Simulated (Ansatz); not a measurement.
Hf:

```
Hf
1.0
    -1.80500    1.80500    1.80500
     1.80500   -1.80500    1.80500
     1.80500    1.80500   -1.80500
Hf
1
Direct
  0.00000 0.00000 0.00000
```

This isn't the form of Hf at room conditions, which is hcp.

Base run:

```yaml
Program: Ansatz 0.2.0
Functional: BLYP
Potentials_or_basis: Ansatz PAW
Cutoff: 420 eV
Density_cutoff: 1680 eV
k_mesh: 10 × 10 × 10
Occupations: fermi-dirac, width 0.05 eV
Spin: no spin polarisation
```

Its results: band gap on the k mesh none (metal or under the smearing width); pressure -2.6 GPa.

Q: The run is repeated on the same cell with these changes: functional from BLYP to LDA. What comes out?

A: Band gap on the k mesh none (metal or under the smearing width); pressure -12.6 GPa.

LDA binds more tightly than BLYP, so the same cell stands under less pressure.

Caveats: the PAW data sets come from PBE, with cores solved anew for the run's functional, which leaves a small shift of forces and pressure; the potentials were made for another functional, which shifts forces and pressure (some runs).

Not every run made on this cell is shown here.
